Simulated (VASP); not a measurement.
Crystal: PtS2.

```
CELL_PARAMETERS angstrom
3.11651 -1.91048 0.00000
3.11651 1.91048 0.00000
-0.00307 0.00000 4.39494
ATOMIC_POSITIONS crystal
Pt 0.00000 0.00000 0.00000
S 0.68790 0.68790 0.28890
S 0.31210 0.31210 0.71110
```

The cell was built by a generator and isn't the measured one.

Base run:

* Program: VASP 6.6.1
* Functional: PBE
* Potentials or basis: VASP PAW PBE potentials, release 64 (Pt, S)
* Cutoff: 520 eV
* k mesh: 6 × 6 × 4
* Occupations: gaussian, width 0.05 eV
* Spin: collinear spin, ferromagnetic start
* Starting moments: [0.5, 0.0, 0.0] μB
* Hubbard terms: Pt d U = 2 eV

Its results: pressure -5.3 GPa; largest force 1.432 eV/Å.

Q: The run is repeated on the same cell with these changes: hubbard terms from Pt d U = 2 eV to Pt d U = 6 eV; fixed moment from none to 3 μB. What comes out?

A: Pressure 6.3 GPa; site moments Pt +1.16; S +0.63 μB; largest force 0.513 eV/Å.

Caveats: forces of over 1 eV/Å show positions far from the minimum, so gaps and moduli don't describe the material at rest (some runs); the moment is held away from its start (some runs); the total moment is fixed, so each spin has its own Fermi level (some runs).
